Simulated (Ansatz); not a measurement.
## Phases of Ni at -0.94 GPa

Structure types of Ni are relaxed in primitive cells with their symmetry kept at -0.94 GPa, first on PAW files, then by LAPW. The enthalpy is E + pV at zero temperature, without zero-point motion. Only the types listed were tried, and differences under about 5 meV/atom are mesh noise.

All numbers are PBE results (scalar-relativistic) from Ansatz 0.2.0, with Fermi–Dirac smearing of 0.05 eV, spin-polarised from start moments Ni 1 μB. Methods: LAPW: all electrons, basis error target 0.5 meV/atom; PAW: frozen-core files, cutoff 420 eV.

k meshes: fcc 19×19×19, bcc 19×19×19, hcp 18×18×10, simple hexagonal 18×18×17, sc 17×17×17, diamond 14×14×14.

The magnetic state is the one reached from the start moments; other orders weren't searched.

Question: Which type is lowest in enthalpy, and by how much?

Answer: fcc, 27 meV/atom below hcp. The whole table:

| start type | ends as | a, b, c (Å) | V (Å³/atom) | H − H(lowest), LAPW (meV/atom) | same, PAW | moment (μB/atom) |
| --- | --- | --- | --- | --- | --- | --- |
| fcc | fcc, Fm-3m | 3.525, 3.525, 3.525 | 10.95 | 0.0 | 0.0 | 0.66 |
| bcc | bcc, Im-3m | 2.805, 2.805, 2.805 | 11.04 | 97.6 | 97.6 | 0.55 |
| hcp | hcp, P6_3/mmc | 2.488, 2.488, 4.093 | 10.97 | 26.9 | 26.4 | 0.63 |
| simple hexagonal | simple hexagonal, P6/mmm | 2.417, 2.417, 2.357 | 11.92 | 406.8 | 406.0 | 0.58 |
| sc | sc, Pm-3m | 2.334, 2.334, 2.334 | 12.72 | 700.8 | 699.4 | 0.54 |
| diamond | diamond, Fd-3m | 5.119, 5.119, 5.119 | 16.77 | 1172.0 | 1168.8 | 0.81 |
